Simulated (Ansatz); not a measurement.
# NbN: the change of energy less free atoms and pressure with volume scale

Results calculated with Ansatz 0.2.0, not measured. Periodic Kohn-Sham DFT of a crystal at fixed atoms, scaled to volume_scale times the given cell; pressure positive in compression, energy less spherical unpolarised free atoms, largest_vzz the field gradient of largest size among the nuclei.

The cell before it is scaled or strained (space group Fm-3m, No. 225):
```
NbN
1.0
      0.0000     2.1945     2.1945
      2.1945     0.0000     2.1945
      2.1945     2.1945     0.0000
Nb N
1 1
Direct
  0.50000 0.50000 0.50000
  0.00000 0.00000 0.00000
```

Settings of every row: method all-electron LAPW; functional LDA; relativity scalar; k mesh 13x13x13; filling fermi-dirac; smearing width 0.08 eV; basis error target 0.25 meV/atom; nucleus gaussian.

Atom start moment: 0 on all atoms.

```
row  volume scale  V (Å³/atom)  energy less free atoms (eV/atom)  pressure (GPa)
  1          0.94        9.934                          -11.4165          14.841
  2        0.9405         9.94                           -11.417          14.621
  3          0.96       10.146                          -11.4305           6.501
  4          0.98       10.357                          -11.4341           -0.97
  5          0.99       10.463                          -11.4323          -4.405
  6             1       10.568                          -11.4283           -7.66
  7          1.01       10.674                                 ?               ?
  8          1.02        10.78                          -11.4142         -13.652
  9          1.04       10.991                          -11.3926         -19.017
 10          1.06       11.202                          -11.3642         -23.816
```

Question: what energy less free atoms and pressure should row 7 give?

Worked fit of energy less free atoms. Take u = (V_r/V)^(2/3) − 1 with V_r = 10.463 Å³ an atom, which is twice the finite (Eulerian) strain; such expansions in the strain, on which the Birch-Murnaghan equation of state is built, carry the rest volume and the bulk modulus. The shown rows have u = 0.03519, 0.03478, 0.02072, 0.00681, 0, -0.00663, -0.0197, -0.03229, -0.04448. Least squares give energy less free atoms = −11.4323 − 0.43 × u + 24.882 × u² + 3.1 × u³ eV/atom; a parabola predicts inner rows, each left out in turn, worse (root mean square 6.6e-05 against 4.1e-05 eV/atom). The rows lie off it by 0.0000, 0.0000, 0.0000, 0.0000, 0.0000, 0.0001, 0.0000, 0.0000, 0.0000. Its lowest point lies at u = 0.0086, or V = 10.33 Å³ an atom, and the curvature there gives the bulk modulus at fixed shape and fractions, B = (4/9)(1 + u)² E″(u)/V = 350 GPa. The withheld row has u = -0.01322, so the fit gives −11.4323 − 0.43 × (-0.01322) + 24.882 × (-0.01322)² + 3.1 × (-0.01322)³ = -11.4223 eV/atom.

The calculation gave -11.4222 eV/atom. The fit lies 0.0001 eV/atom (0.14 % of the column's range) below it, one unit of the last digit.

Worked fit of pressure. Take u = (V_r/V)^(2/3) − 1 with V_r = 10.463 Å³ an atom, which is twice the finite (Eulerian) strain; such expansions in the strain, on which the Birch-Murnaghan equation of state is built, carry the rest volume and the bulk modulus. The shown rows have u = 0.03519, 0.03478, 0.02072, 0.00681, 0, -0.00663, -0.0197, -0.03229, -0.04448. Least squares give pressure = −4.4081 + 498.026 × u + 1396.49 × u² GPa; a straight line predicts inner rows, each left out in turn, worse (root mean square 0.93 against 0.022 GPa). The rows lie off it by -0.006, 0.018, -0.010, -0.018, 0.003, -0.011, 0.025, 0.016, -0.019 (root mean square 0.015 GPa). The pressure vanishes at u = 0.0086, or V = 10.33 Å³ an atom, and there the bulk modulus at fixed shape and fractions is B = −V dP/dV = (2/3)(1 + u) dP/du = 351 GPa. The withheld row has u = -0.01322, so the fit gives −4.4081 + 498.026 × (-0.01322) + 1396.49 × (-0.01322)² = -10.748 GPa.

The calculation gave -10.74 GPa. The fit lies 0.008 GPa (0.021 % of the column's range) below it; its largest miss of a shown row is 0.025 GPa.
